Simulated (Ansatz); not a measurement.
## What a trial cell of B relaxes into

Computed with DFT PBEsol, scalar-relativistic, plane waves, PAW (Ansatz). Cutoff 420 eV, Γ-centred k mesh, Gaussian smearing, no spin polarisation in the final step.

The start puts B on the iodine structure type (Cmce, No. 64), at a guessed volume.

```xyz
4
Lattice="2.0183 -1.3340 0.0000 2.0183 1.3340 0.0000 0.0000 0.0000 5.4415" Properties=species:S:1:pos:R:3 pbc="T T T"
B     2.0183   -0.9338    0.6367
B     2.0183   -0.4002    3.3574
B     2.0183    0.9338    4.8049
B     2.0183    0.4002    2.0841
```

Cell and atoms relax at zero pressure; the relaxation can't lower the symmetry of the start. After a coarse first stage the cell is made exact in the group found at 0.06 Å.

Energies count from the standard state of B at the same level.

What does it relax into?

It ends in Fmmm (No. 69). Conventional cell: a = 2.940 Å, b = 3.366 Å, c = 5.395 Å. B has 3 B at 1.69–1.78 Å and 2 B at 1.96 Å.

```
B
1.0
     0.00000    1.68286    2.69754
     1.47006    0.00000    2.69754
     1.47006    1.68286    0.00000
B
2
Direct
  0.15684 0.15684 0.84316
  0.84316 0.84316 0.15684
```

What are its volume, energy, density and gap?

The volume per atom is 6.67 Å³. The density is 2.69 g/cm³. The energy over the standard structure is 0.56 eV/atom. The gap on the 26×26×26 mesh is 0 eV (a metal).

The final run used a 26×26×26 mesh on its 2-atom cell and 0.10 eV smearing. For metals, differences of a few meV/atom aren't resolved. A later test with randomly moved atoms lowered the energy by 200 meV/atom on a coarse mesh, so it isn't stable against such moves and is likely a saddle point held by symmetry. The steps took of the order of 2.2 core-minutes in all.